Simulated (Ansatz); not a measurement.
# MnO: the cost of one run

Program: Ansatz 0.2.0. Level of theory: DFT PBE, scalar-relativistic. These are calculated values, not measurements.

## 1. The structure to begin with

It takes space group P6_3mc (No. 186, hexagonal). The conventional cell has a = 3.372 Å, b = 3.372 Å, c = 5.386 Å, α = 90.00°, β = 90.00°, γ = 120.00°. Mn (site symmetry 3m) has 4 O at 1.96 to 2.08 Å as nearest neighbours. Around O (site symmetry 3m) lie 4 Mn at 1.96 to 2.08 Å.

Coordinates:

```
CELL_PARAMETERS angstrom
3.37170 0.00000 0.00000
-1.68585 2.91998 0.00000
0.00000 0.00000 5.38550
ATOMIC_POSITIONS crystal
Mn 0.33333 0.66667 0.01096
Mn 0.66667 0.33333 0.51096
O 0.33333 0.66667 0.37547
O 0.66667 0.33333 0.87547
```

Atoms are numbered in the order of the input: Mn1, Mn2, O3, O4.

## 2. The deformed structure

Space group P6_3mc before, P6_3mc after.

## 3. LAPW, all electrons

File input.yaml:

```yaml
crystal:
  lattice:
    - [3.33798392, 0.0, 0.0]
    - [-1.66899196, 2.8907788721, 0.0]
    - [0.0, 0.0, 5.3855]
  atoms:
    - { symbol: Mn, position: [0.3333333333, 0.6666666667, 0.01096], spin: 4.0 }
    - { symbol: Mn, position: [0.6666666667, 0.3333333333, 0.51096], spin: 4.0 }
    - { symbol: O, position: [0.3333333333, 0.6666666667, 0.37547] }
    - { symbol: O, position: [0.6666666667, 0.3333333333, 0.87547] }
magnetization:
  spin_polarized: true
kpoints:
  mp_grid: { grid: [14, 14, 8] }
  band_path:
    path:
      - [0.0, 0.0, 0.0]
      - [0.5, 0.0, 0.0]
      - [0.3333333333, 0.3333333333, 0.0]
      - [0.0, 0.0, 0.0]
      - [0.0, 0.0, 0.5]
      - [0.5, 0.0, 0.5]
      - [0.3333333333, 0.3333333333, 0.5]
      - [0.0, 0.0, 0.5]
      - [0.5, 0.0, 0.5]
    npoints: 5
scf:
  occupations: { method: fermi_dirac, width: 0.05 }
hamiltonian:
  xc: pbe
  pseudopotentials: { kind: all_electron, lapw: { basis_error: 0.0005 } }
output:
  forces: true
  stress: true
  eigenvalues: true
```

Launch:

```
$ ansatz run input.yaml --threads 1 --pin off --max-ram 6144MiB --backend cpu --events-out ev --progress --plain --runs-dir out
```

**Question.** How long does this run take on 1 thread of Intel Xeon Platinum 8488C (Sapphire Rapids), shared host, and how much memory does it need?

About 5.5 min, with a peak of 1.3 GiB.
